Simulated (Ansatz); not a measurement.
Molecular dynamics on a 2×2×1 supercell (12 atoms) of TiS2 (P-3m1), relaxed with r2SCAN+rVV10. Forces come from PBE in the plane-wave code Ansatz: a Langevin thermostat at fixed volume, 1700 K, steps of 1.5 fs. Computed, non-magnetic; the trajectory is short and the cell small, so nothing here is a converged average.

```yaml
crystal:
  lattice:
    - [6.8218237439, -1.0e-10, 0.0]
    - [-3.4109118719, 5.9078726624, 0.0]
    - [0.0, 0.0, 5.7407101477]
  atoms:
    - { symbol: Ti, position: [0.0, 0.0, 0.0] }
    - { symbol: S, position: [0.1666666667, 0.3333333333, 0.2448339576] }
    - { symbol: S, position: [0.3333333333, 0.1666666667, 0.7551660424] }
    - { symbol: Ti, position: [0.0, 0.5, 0.0] }
    - { symbol: S, position: [0.1666666667, 0.8333333333, 0.2448339576] }
    - { symbol: S, position: [0.3333333333, 0.6666666667, 0.7551660424] }
    - { symbol: Ti, position: [0.5, 0.0, 0.0] }
    - { symbol: S, position: [0.6666666667, 0.3333333333, 0.2448339576] }
    - { symbol: S, position: [0.8333333333, 0.1666666667, 0.7551660424] }
    - { symbol: Ti, position: [0.5, 0.5, 0.0] }
    - { symbol: S, position: [0.6666666667, 0.8333333333, 0.2448339576] }
    - { symbol: S, position: [0.8333333333, 0.6666666667, 0.7551660424] }
kpoints:
  mp_grid: { grid: [3, 3, 3] }
hamiltonian:
  xc: pbe
scf:
  occupations: { method: fermi_dirac, width: 0.146 }
md:
  ensemble: nvt_langevin
  temperature: 1700
  timestep: 1.5
  n_steps: 30
  initial_velocities: maxwell_boltzmann
  seed: 7408
```

Run as `ansatz run input.yaml --threads 4 --pin off --max-ram 3686MiB --backend cpu --events-out ev --progress --plain --runs-dir out`.

**Question.** It ran on 4 threads of Arm Neoverse N1 (shared host). About how long did it take, and what peak of host memory did it reach?

**Answer.** About 3.8 min, with a peak of 0.79 GiB.

```tsv
step	t (fs)	T (K)	free energy F from step 0 (meV/atom)	kinetic energy (meV/atom)	largest force (eV/Å)
0	0	1558	0.0	201.4	0.14
1	1.5	1678	0.9	216.9	0.28
2	3	1527	3.8	197.4	0.44
3	4.5	1534	8.3	198.2	0.62
4	6	1472	14.8	190.2	0.82
5	7.5	1455	22.9	188.0	1.03
6	9	1303	32.0	168.4	1.23
7	10.5	1372	41.9	177.3	1.45
8	12	1245	52.7	161.0	1.71
9	13.5	1095	63.2	141.6	1.95
10	15	961	73.2	124.2	2.15
11	16.5	1071	83.5	138.5	2.32
12	18	957	93.7	123.8	2.46
13	19.5	955	102.7	123.5	2.56
14	21	997	111.6	128.9	2.65
15	22.5	1086	121.2	140.4	2.72
16	24	1104	130.3	142.7	2.72
17	25.5	1074	138.1	138.8	2.74
18	27	1061	144.4	137.1	2.72
19	28.5	951	149.8	122.9	2.67
20	30	909	154.9	117.6	2.61
21	31.5	939	159.8	121.4	2.53
22	33	831	164.2	107.4	2.45
23	34.5	847	167.5	109.5	2.57
24	36	874	169.2	113.0	2.72
25	37.5	1074	169.2	138.8	2.83
26	39	1068	167.9	138.0	2.88
27	40.5	1097	165.7	141.7	2.90
28	42	1172	163.6	151.6	2.93
29	43.5	1180	162.5	152.6	2.93
30	45	1231	161.1	159.1	2.88
```

The temperature starts at 1558 K, is lowest at step 22 (831 K, 33 fs) and ends at 1231 K. The thermostat hasn't had time to restore it. The atoms start on their lattice sites with kinetic energy alone, so much of it first passes into potential energy. By the last step the atoms have moved 0.26 Å in the root mean square, the drift of the whole cell taken out, 0.35 Å at most.

Positions (Å) and forces (eV/Å) at step 30:
```
Ti  -0.161   0.111  -0.141     1.177  -0.957   0.818
S   -0.040   2.065   1.533     0.275  -0.447  -0.716
S    1.437   1.248   4.327     1.384  -0.947   0.134
Ti  -1.375   3.089  -0.099    -1.068   1.168   1.376
S   -1.858   4.938   1.301     0.448   1.240   0.041
S    0.163   4.223   4.469    -0.015  -0.361  -1.732
Ti   3.367   0.147   0.040    -0.883  -0.348   0.375
S    3.690   2.074   1.371    -0.647  -0.280   0.813
S    5.216   1.352   4.339    -1.290  -1.976  -1.643
Ti   1.937   2.907   0.210    -0.811   0.494  -0.725
S    1.519   4.857   1.376     0.752   1.402   0.588
S    3.215   3.887   4.246     0.676   1.012   0.670
```
